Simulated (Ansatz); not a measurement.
# Notes on Y

```
CELL_PARAMETERS angstrom
-2.13475 2.13475 2.13475
2.13475 -2.13475 2.13475
2.13475 2.13475 -2.13475
ATOMIC_POSITIONS crystal
Y 0.00000 0.00000 0.00000
```

Level: PBE, no spin polarisation; 420 eV; 11×11×11 Γ-centred mesh; fermi-dirac occupations (width 0.1 eV); Ansatz 0.2.0, fixed geometry.

(1) What happens at the Fermi level?

(2) What do density and ELF say about some of the short contacts?

(3) Is the cell too large or too small?

Origin: a known structure type with other elements, at an estimated volume, so it need not be a known compound. Caveats: many states at the Fermi level without spin polarisation, so a magnetic state may lie lower.

Answers

(1) It is a metal, with about 2.8 states/eV a cell as the mean within 0.25 eV of the Fermi level, mostly Y d (87 %).

(2) Y–Y at 3.70 Å: least valence density 0.08 e/Å³ and ELF 0.17 there. Both are smooth PAW fields, read partly inside the augmentation spheres.

(3) The pressure is -4.8 GPa (compression positive), so with the atoms held at these fractions the cell would first shrink.
